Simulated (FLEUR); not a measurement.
# Ge (Fd-3m) in FLEUR: further runs

One crystal, Ge, is run at these levels: SCAN; tasks: band structure, equation of state.

Everything below comes from runs of FLEUR MaX-R8.1 (later development tree). Logs are shortened: lines on timing, memory, paths and dates and some standing lists are left out, and cuts for length are marked.

**Experimental background.**

From “Electronic and optical properties of SixGe1-x-ySny alloys lattice-matched to Ge”, 2021, arxiv:2109.02782, for a bulk crystal of Ge at 293 K: band gap 0.666 eV (indirect).

From “Sub-monolayer structures of Ag overlayers on Ge(111): experimental observations and first-principles study”, 2019, arxiv:1908.00180, for a bulk crystal of Ge: bulk modulus 75.8 GPa.

The results are compared with them further down.

## (1) The crystal as given

It takes space group Fd-3m (No. 227, cubic). The conventional cell has a = 5.658 Å, b = 5.658 Å, c = 5.658 Å, α = 90.00°, β = 90.00°, γ = 90.00°. Around Ge (site symmetry -43m) lie 4 Ge at 2.45 Å.

## (2) Band structure, SCAN

Contents of inp.xml:

```xml
<?xml version="1.0" encoding="UTF-8" standalone="no"?>
<fleurInput fleurInputVersion="0.39">
   <comment>
      Ge                                                                                                  
   </comment>
   <calculationSetup>
      <cutoffs Kmax="4.58" Gmax="14.2" GmaxXC="14.2" numbands="0"/>
      <scfLoop itmax="80" minDistance="0.0001" maxIterBroyd="30" imix="Anderson" alpha="0.05" precondParam="0.0" spinf="2.0" sdNocoIR="T"/>
      <coreElectrons ctail="F" frcor="F" kcrel="0" coretail_lmax="0"/>
      <xcFunctional name="LibXC" relativisticCorrections="F">
         <LibXCName exchange="mgga_x_scan" correlation="mgga_c_scan"/>
         <AuxGGA exchange="117" correlation="130"/>
      </xcFunctional>
      <magnetism jspins="1"/>
      <soc l_soc="F" theta="0.0" phi="0.0" spav="F"/>
      <expertModes spex="0" secvar="F"/>
      <geometryOptimization l_f="F" forcealpha="1.0" forcemix="BFGS" epsdisp="0.00001" epsforce="0.00001"/>
      <ldaU l_linMix="F" mixParam="0.05" spinf="1.0"/>
   </calculationSetup>
   <cell>
      <bzIntegration valenceElectrons="44.0" mode="hist" fermiSmearingEnergy="0.00183747">
         <kPointListSelection listName="default-1"/>
         <!-- k-points included here -->
         <xi:include xmlns:xi="http://www.w3.org/2001/XInclude" href="kpts.xml"> </xi:include>
      </bzIntegration>
      <!-- symmetry operations included here -->
      <xi:include xmlns:xi="http://www.w3.org/2001/XInclude" href="sym.xml"> </xi:include>
      <bulkLattice scale="1.0">
         <bravaisMatrix>
            <row-1>    0.0000000000000000     5.3458651311421859     5.3458651311421859</row-1>
            <row-2>    5.3458651311421859     0.0000000000000000     5.3458651311421859</row-2>
            <row-3>    5.3458651311421859     5.3458651311421859     0.0000000000000000</row-3>
         </bravaisMatrix>
      </bulkLattice>
   </cell>
   <atomSpecies>
      <species name="Germanium (Ge)" element="Ge" atomicNumber="32">
         <mtSphere radius="2.14" gridPoints="707" logIncrement="0.017"/>
         <atomicCutoffs lmax="9" lnonsphr="9"/>
         <electronConfig flipSpins="F">
            <coreConfig>(1s1/2) (2s1/2) (2p1/2) (2p3/2)</coreConfig>
            <valenceConfig>(3s1/2) (3p1/2) (3p3/2) (4s1/2) (3d3/2) (3d5/2) (4p1/2) (4p3/2)</valenceConfig>
            <stateOccupation state="(4p1/2)" spinUp="0.333333" spinDown="0.333333"/>
            <stateOccupation state="(4p3/2)" spinUp="0.666667" spinDown="0.666667"/>
         </electronConfig>
         <energyParameters s="4" p="4" d="3" f="4"/>
         <lo type="SCLO" l="0" n="3" eDeriv="0"/>
         <lo type="SCLO" l="1" n="3" eDeriv="0"/>
         <lo type="SCLO" l="1" n="3" eDeriv="1"/>
         <lo type="HELO" l="2" n="4" eDeriv="0"/>
         <lo type="HELO" l="2" n="4" eDeriv="1"/>
         <lo type="SCLO" l="3" n="4" eDeriv="2"/>
      </species>
   </atomSpecies>
   <atomGroups>
      <atomGroup species="Germanium (Ge)">
         <relPos label="                   1">-3.000/8.000 -3.000/8.000 -3.000/8.000</relPos>
         <relPos label="                   2">3.000/8.000 3.000/8.000 3.000/8.000</relPos>
         <force calculate="T" relaxXYZ="TTT"/>
      </atomGroup>
   </atomGroups>
   <output dos="F" band="F" slice="F">
      <checks vchk="F" cdinf="F"/>
      <bandDOS minEnergy="-.5*Htr" maxEnergy="0.5*Htr" sigma="0.015" storeEVData="T"/>
      <vacuumDOS vacdos="F" integ="F" star="F" nstars="0" locx1="0.0" locy1="0.0" locx2="0.0" locy2="0.0" nstm="0" tworkf="0.0"/>
      <unfoldingBand unfoldBand="F" supercellX="1" supercellY="1" supercellZ="1"/>
      <plotting iplot="0" polar="F">
         <plot TwoD="T" vec1="  1.0  0.0  0.0" vec2="  0.0  1.0  0.0" vec3="  0.0  0.0  1.0" zero="  0.0  0.0  0.0" file="plot"/>
      </plotting>
      <chargeDensitySlicing numkpt="0" minEigenval="0.0" maxEigenval="0.0" nnne="0" pallst="F"/>
      <specialOutput eonly="F"/>
      <moessbauerParams electricFieldGradient="T" isomerShift="T" coreHyperfine="T" valenceHyperfine="T"/>
      <magneticCircularDichroism mcd="F" energyLo="-10.0" energyUp="0.0"/>
   </output>
  <!-- We include the file relax.xml here to enable relaxations (see documentation) -->
  <xi:include xmlns:xi="http://www.w3.org/2001/XInclude" href="relax.xml"> <xi:fallback/> </xi:include>
</fleurInput>
```

Contents of crystal.txt:

```
Ge
&input cartesian=F /
0.0000000000  2.8289100000  2.8289100000
2.8289100000  0.0000000000  2.8289100000
2.8289100000  2.8289100000  0.0000000000
1.8897261246
1.0 1.0 1.0

2
32 0.7500000000  0.7500000000  0.7500000000
32 0.5000000000  0.5000000000  0.5000000000

&kpt div1=8 div2=8 div3=8 gamma=T /
```

Contents of inp.xml (bands):

```
<?xml version="1.0" encoding="UTF-8" standalone="no"?>
<fleurInput fleurInputVersion="0.39">
   <comment>
      Ge                                                                                                  
   </comment>
   <calculationSetup>
      <cutoffs Kmax="4.58" Gmax="14.2" GmaxXC="14.2" numbands="0"/>
      <scfLoop itmax="80" minDistance="0.0001" maxIterBroyd="30" imix="Anderson" alpha="0.05" precondParam="0.0" spinf="2.0" sdNocoIR="T"/>
      <coreElectrons ctail="F" frcor="F" kcrel="0" coretail_lmax="0"/>
      <xcFunctional name="LibXC" relativisticCorrections="F">
         <LibXCName exchange="mgga_x_scan" correlation="mgga_c_scan"/>
         <AuxGGA exchange="117" correlation="130"/>
      </xcFunctional>
      <magnetism jspins="1"/>
      <soc l_soc="F" theta="0.0" phi="0.0" spav="F"/>
      <expertModes spex="0" secvar="F"/>
      <geometryOptimization l_f="F" forcealpha="1.0" forcemix="BFGS" epsdisp="0.00001" epsforce="0.00001"/>
      <ldaU l_linMix="F" mixParam="0.05" spinf="1.0"/>
   </calculationSetup>
   <cell>
      <bzIntegration valenceElectrons="44.0" mode="hist" fermiSmearingEnergy="0.00183747">
         <kPointListSelection listName="path-1"/>
         <!-- k-points included here -->
         <xi:include xmlns:xi="http://www.w3.org/2001/XInclude" href="kpts.xml"> </xi:include>
      </bzIntegration>
      <!-- symmetry operations included here -->
      <xi:include xmlns:xi="http://www.w3.org/2001/XInclude" href="sym.xml"> </xi:include>
      <bulkLattice scale="1.0">
         <bravaisMatrix>
            <row-1>    0.0000000000000000     5.3458651311421859     5.3458651311421859</row-1>
            <row-2>    5.3458651311421859     0.0000000000000000     5.3458651311421859</row-2>
            <row-3>    5.3458651311421859     5.3458651311421859     0.0000000000000000</row-3>
         </bravaisMatrix>
      </bulkLattice>
   </cell>
   <atomSpecies>
      <species name="Germanium (Ge)" element="Ge" atomicNumber="32">
         <mtSphere radius="2.14" gridPoints="707" logIncrement="0.017"/>
         <atomicCutoffs lmax="9" lnonsphr="9"/>
         <electronConfig flipSpins="F">
            <coreConfig>(1s1/2) (2s1/2) (2p1/2) (2p3/2)</coreConfig>
            <valenceConfig>(3s1/2) (3p1/2) (3p3/2) (4s1/2) (3d3/2) (3d5/2) (4p1/2) (4p3/2)</valenceConfig>
            <stateOccupation state="(4p1/2)" spinUp="0.333333" spinDown="0.333333"/>
            <stateOccupation state="(4p3/2)" spinUp="0.666667" spinDown="0.666667"/>
         </electronConfig>
         <energyParameters s="4" p="4" d="3" f="4"/>
         <lo type="SCLO" l="0" n="3" eDeriv="0"/>
         <lo type="SCLO" l="1" n="3" eDeriv="0"/>
         <lo type="SCLO" l="1" n="3" eDeriv="1"/>
         <lo type="HELO" l="2" n="4" eDeriv="0"/>
         <lo type="HELO" l="2" n="4" eDeriv="1"/>
         <lo type="SCLO" l="3" n="4" eDeriv="2"/>
      </species>
   </atomSpecies>
   <atomGroups>
      <atomGroup species="Germanium (Ge)">
         <relPos label="                   1">-3.000/8.000 -3.000/8.000 -3.000/8.000</relPos>
         <relPos label="                   2">3.000/8.000 3.000/8.000 3.000/8.000</relPos>
         <force calculate="T" relaxXYZ="TTT"/>
      </atomGroup>
   </atomGroups>
   <output dos="F" band="T" slice="F">
      <checks vchk="F" cdinf="F"/>
      <bandDOS minEnergy="-.5*Htr" maxEnergy="0.5*Htr" sigma="0.015" storeEVData="T"/>
      <vacuumDOS vacdos="F" integ="F" star="F" nstars="0" locx1="0.0" locy1="0.0" locx2="0.0" locy2="0.0" nstm="0" tworkf="0.0"/>
      <unfoldingBand unfoldBand="F" supercellX="1" supercellY="1" supercellZ="1"/>
      <plotting iplot="0" polar="F">
         <plot TwoD="T" vec1="  1.0  0.0  0.0" vec2="  0.0  1.0  0.0" vec3="  0.0  0.0  1.0" zero="  0.0  0.0  0.0" file="plot"/>
      </plotting>
      <chargeDensitySlicing numkpt="0" minEigenval="0.0" maxEigenval="0.0" nnne="0" pallst="F"/>
      <specialOutput eonly="F"/>
      <moessbauerParams electricFieldGradient="T" isomerShift="T" coreHyperfine="T" valenceHyperfine="T"/>
      <magneticCircularDichroism mcd="F" energyLo="-10.0" energyUp="0.0"/>
   </output>
  <!-- We include the file relax.xml here to enable relaxations (see documentation) -->
  <xi:include xmlns:xi="http://www.w3.org/2001/XInclude" href="relax.xml"> <xi:fallback/> </xi:include>
</fleurInput>
```

Potentials or basis: all-electron, FLAPW.

Started as:

```console
$ inpgen -f crystal.txt -profile fastHighL
$ # inp.xml edited to the form shown
$ fleur_MPI
$ fleur_MPI   # second run, on inp.xml (bands)
```

The log of the run:

```text
Welcome to FLEUR        (www.flapw.de)
      MaX-Release 8.1          (www.max-centre.eu)
 func_ids         267         263         267         263
 MetaGGA potential functional detected - V_tau will be computed
 Auxiliary Potential for radial basis: exchange=         117  correlation=         130
The functional 'SCAN exchange of Sun, Ruzsinszky, and Perdew' is an exchange functional, it belongs to the 'MGGA' family and is defined in the reference(s):
[1] J. Sun, A. Ruzsinszky, and J. P. Perdew.,  Phys. Rev. Lett. 115, 036402 (2015)
The functional 'SCAN correlation of Sun, Ruzsinszky, and Perdew' is a correlation functional, it belongs to the 'MGGA' family and is defined in the reference(s):
[1] J. Sun, A. Ruzsinszky, and J. P. Perdew.,  Phys. Rev. Lett. 115, 036402 (2015)
 Using same functional for VXC and EXC

 ========== k-point set info ==========
 Selected k-point list: default-1
 k-point list type: mesh
 8 x 8 x 8
 Number of k points: 29

 ------------Calculation Setup---------------------------
 Number of MPI-tasks      :            1
 Number of PE/node        :            1
 Number of OMP-threads    :            1
 Most efficient MPI parallelization for:
           1          29
 Additional eigenvalue parallelization possible
 Number of basis functions:          615
 Approximate size of matrices (H+S) per k-point:         0.006 GB
 --------------------------------------------------------
The functional 'Hammer, Hansen, and Norskov' is an exchange functional, it belongs to the 'GGA' family and is defined in the reference(s):
[... 6 lines left out ...]
 Reset of history
 Reset of history
 Iteration:     1   Distance:      19.28783463 me/bohr^3
The functional 'Hammer, Hansen, and Norskov' is an exchange functional, it belongs to the 'GGA' family and is defined in the reference(s):
[1] B. Hammer, L. B. Hansen, and J. K. Nørskov.,  Phys. Rev. B 59, 7413 (1999)
The functional 'Perdew, Burke & Ernzerhof' is a correlation functional, it belongs to the 'GGA' family and is defined in the reference(s):
[1] J. P. Perdew, K. Burke, and M. Ernzerhof.,  Phys. Rev. Lett. 77, 3865 (1996)
[2] J. P. Perdew, K. Burke, and M. Ernzerhof.,  Phys. Rev. Lett. 78, 1396 (1997)
 Using same functional for VXC and EXC
 Iteration:     2   Distance:      18.56009402 me/bohr^3
The functional 'Hammer, Hansen, and Norskov' is an exchange functional, it belongs to the 'GGA' family and is defined in the reference(s):
[1] B. Hammer, L. B. Hansen, and J. K. Nørskov.,  Phys. Rev. B 59, 7413 (1999)
The functional 'Perdew, Burke & Ernzerhof' is a correlation functional, it belongs to the 'GGA' family and is defined in the reference(s):
[1] J. P. Perdew, K. Burke, and M. Ernzerhof.,  Phys. Rev. Lett. 77, 3865 (1996)
[2] J. P. Perdew, K. Burke, and M. Ernzerhof.,  Phys. Rev. Lett. 78, 1396 (1997)
 Using same functional for VXC and EXC
 Iteration:     3   Distance:      17.58285035 me/bohr^3
The functional 'Hammer, Hansen, and Norskov' is an exchange functional, it belongs to the 'GGA' family and is defined in the reference(s):
[1] B. Hammer, L. B. Hansen, and J. K. Nørskov.,  Phys. Rev. B 59, 7413 (1999)
The functional 'Perdew, Burke & Ernzerhof' is a correlation functional, it belongs to the 'GGA' family and is defined in the reference(s):
[1] J. P. Perdew, K. Burke, and M. Ernzerhof.,  Phys. Rev. Lett. 77, 3865 (1996)
[2] J. P. Perdew, K. Burke, and M. Ernzerhof.,  Phys. Rev. Lett. 78, 1396 (1997)
 Using same functional for VXC and EXC
 Iteration:     4   Distance:       2.30193086 me/bohr^3
The functional 'Hammer, Hansen, and Norskov' is an exchange functional, it belongs to the 'GGA' family and is defined in the reference(s):
[1] B. Hammer, L. B. Hansen, and J. K. Nørskov.,  Phys. Rev. B 59, 7413 (1999)
The functional 'Perdew, Burke & Ernzerhof' is a correlation functional, it belongs to the 'GGA' family and is defined in the reference(s):
[1] J. P. Perdew, K. Burke, and M. Ernzerhof.,  Phys. Rev. Lett. 77, 3865 (1996)
[2] J. P. Perdew, K. Burke, and M. Ernzerhof.,  Phys. Rev. Lett. 78, 1396 (1997)
 Using same functional for VXC and EXC
 Iteration:     5   Distance:       1.91898428 me/bohr^3
The functional 'Hammer, Hansen, and Norskov' is an exchange functional, it belongs to the 'GGA' family and is defined in the reference(s):
[... 39 lines left out ...]
 Using same functional for VXC and EXC
 Iteration:    11   Distance:       0.00121764 me/bohr^3
The functional 'Hammer, Hansen, and Norskov' is an exchange functional, it belongs to the 'GGA' family and is defined in the reference(s):
[1] B. Hammer, L. B. Hansen, and J. K. Nørskov.,  Phys. Rev. B 59, 7413 (1999)
The functional 'Perdew, Burke & Ernzerhof' is a correlation functional, it belongs to the 'GGA' family and is defined in the reference(s):
[1] J. P. Perdew, K. Burke, and M. Ernzerhof.,  Phys. Rev. Lett. 77, 3865 (1996)
[2] J. P. Perdew, K. Burke, and M. Ernzerhof.,  Phys. Rev. Lett. 78, 1396 (1997)
 Using same functional for VXC and EXC
 Iteration:    12   Distance:       0.00259998 me/bohr^3
The functional 'Hammer, Hansen, and Norskov' is an exchange functional, it belongs to the 'GGA' family and is defined in the reference(s):
[1] B. Hammer, L. B. Hansen, and J. K. Nørskov.,  Phys. Rev. B 59, 7413 (1999)
The functional 'Perdew, Burke & Ernzerhof' is a correlation functional, it belongs to the 'GGA' family and is defined in the reference(s):
[1] J. P. Perdew, K. Burke, and M. Ernzerhof.,  Phys. Rev. Lett. 77, 3865 (1996)
[2] J. P. Perdew, K. Burke, and M. Ernzerhof.,  Phys. Rev. Lett. 78, 1396 (1997)
 Using same functional for VXC and EXC
 Iteration:    13   Distance:       0.00012063 me/bohr^3
The functional 'Hammer, Hansen, and Norskov' is an exchange functional, it belongs to the 'GGA' family and is defined in the reference(s):
[1] B. Hammer, L. B. Hansen, and J. K. Nørskov.,  Phys. Rev. B 59, 7413 (1999)
The functional 'Perdew, Burke & Ernzerhof' is a correlation functional, it belongs to the 'GGA' family and is defined in the reference(s):
[1] J. P. Perdew, K. Burke, and M. Ernzerhof.,  Phys. Rev. Lett. 77, 3865 (1996)
[2] J. P. Perdew, K. Burke, and M. Ernzerhof.,  Phys. Rev. Lett. 78, 1396 (1997)
 Using same functional for VXC and EXC
 Iteration:    14   Distance:       0.00002065 me/bohr^3

 ********************************************************************
 Run finished successfully
 Stop message:
   all done
 ********************************************************************
```

Run time: 61 s. Hardware: 1 thread of Arm Neoverse V1, shared host; peak memory 0.08 GiB.

What came out:

- Free energy: -114259.0634 eV
- Band gap on the k mesh: 0.19 eV, direct
- Band gap along the path: 0.19 eV, direct
- Valence electrons inside the program's atomic spheres: Ge 19.95 (radii Ge 2.14 bohr)

Levels at the corners of the path, in eV from the valence-band top:
```tsv
point	band 19	band 20	band 21	band 22	band 23	band 24	band 25	band 26
Γ	-13.25	0.00	0.00	0.00	0.19	2.69	2.69	2.69
X	-9.21	-9.21	-3.19	-3.19	0.90	0.90	9.94	9.94
W	-9.11	-9.11	-4.03	-4.03	4.59	4.59	4.99	4.99
K	-9.70	-8.59	-4.47	-2.73	1.32	4.34	7.59	7.72
Γ	-13.25	0.00	0.00	0.00	0.19	2.69	2.69	2.69
L	-11.08	-7.85	-1.46	-1.46	0.32	3.95	3.95	7.53
U	-9.70	-8.59	-4.47	-2.73	1.32	4.34	7.59	7.72
W	-9.11	-9.11	-4.03	-4.03	4.59	4.59	4.99	4.99
L	-11.08	-7.85	-1.46	-1.46	0.32	3.95	3.95	7.53
K	-9.70	-8.59	-4.47	-2.73	1.32	4.34	7.59	7.72
U	-9.70	-8.59	-4.47	-2.73	1.32	4.34	7.59	7.72
X	-9.21	-9.21	-3.19	-3.19	0.90	0.90	9.94	9.94
```

Core levels (eV from the Fermi level):
```
atom                                                       levels
1 Ge  1s1/2 -10953.8, 2s1/2 -1366.1, 2p1/2 -1214.2, 2p3/2 -1182.4
2 Ge  1s1/2 -10953.8, 2s1/2 -1366.1, 2p1/2 -1214.2, 2p3/2 -1182.4
```

Caveat: the meta-GGA is that of a development version, with a GGA for the radial functions and cores and without core tails.

(Continued in part 2 of 2.)
